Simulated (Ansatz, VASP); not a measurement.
# TiB2: VASP beside Ansatz

```xyz
3
Lattice="2.8017 0.0000 0.0000 -1.4008 2.4263 0.0000 0.0000 0.0000 2.8867" Properties=species:S:1:pos:R:3 pbc="T T T"
Ti    0.0000    0.0000    0.0000
B     0.0000    1.6175    1.4434
B     1.4008    0.8088    1.4434
```

Change from the starting cell: volume scaled by 0.8, LAPW.

Alike in both runs: task single point; functional LDA; k mesh 11 × 11 × 9; occupations fermi-dirac, width 0.1 eV; no spin polarisation.

|  | VASP | Ansatz |
| --- | --- | --- |
| version | VASP 6.6.1 | Ansatz 0.2.0 |
| potentials or method | VASP PAW LDA potentials, release 64 (Ti_sv, B), cutoff 520 eV | all-electron LAPW, scalar-relativistic |

Ansatz gave:

```
pressure (GPa)                                  : 95.2
largest component of the traceless stress (GPa) : 0.05
```

Which values does VASP return?

Pressure (GPa): 95.8; largest component of the traceless stress (GPa): 0.19.

Ansatz ran all-electron here, so the differences hold the error of VASP's frozen core and of both bases.

Caveats: the cell as given lies far from equilibrium; so large a pressure means that the cell lies far from this level's equilibrium, or that cutoff or potentials fall short (VASP).
